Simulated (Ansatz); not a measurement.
Runs of Ansatz 0.2.0 on Al. It takes space group Fm-3m (No. 225, cubic). The conventional cell has a = 4.050 Å, b = 4.050 Å, c = 4.050 Å, α = 90.00°, β = 90.00°, γ = 90.00°. Al (site symmetry m-3m) has 12 Al at 2.86 Å as nearest neighbours. 

| task | level | potentials or basis | spin | cell | k mesh | cutoff (eV) | smearing | scf mixing algorithm | scf mixing beta | basis error allowed | other keys | pressure (GPa) | moment (μB) |
| --- | --- | --- | --- | --- | --- | --- | --- | --- | --- | --- | --- | --- | --- |
| band structure | revPBE | all-electron PAW datasets made for the crystal | collinear, ferromagnetic start | as given | 11 × 11 × 11 | 140 | cold 0.05 eV | - | - | - | - | 0.7 | (a) |
| density of states | revPBE-LDA | all-electron LAPW, scalar-relativistic | collinear, ferromagnetic start | cell squeezed | 11 × 11 × 11 | 149 | gaussian 0.001 eV | broyden | 0.7 | 0.001 eV/atom | scf.occupations.method = gaussian; scf.occupations.width = 0.001; … | 17.5 | (b) |
| density of states | PBE-PBEsol | all-electron PAW datasets made for the crystal | off | cell strained at random at fixed volume | 11 × 11 × 11 | 140 | fermi-dirac 0.01 eV | - | - | - | - | 0.4 | - |
| projected density of states | LDA | all-electron LAPW, scalar-relativistic | non-collinear, ferromagnetic start | as given | 8 × 8 × 8 | 116 | fermi-dirac 0.01 eV | - | - | 0.002 eV/atom | - | -3.7 | 0.02 |

**Question.** Fill in the values left out.

**Answer.** (a) 0.00; (b) 0.06.

Caveats: the starting moments weren't kept (some runs); the program warned that the printed levels may be off, so bands, gaps and densities of states are rough (some runs); the k mesh is thin for a metal, which can move the energy by tens of meV per atom (some runs).

The runs don't all hold the same shells in valence.

Runs at the PBE level aren't shown here.
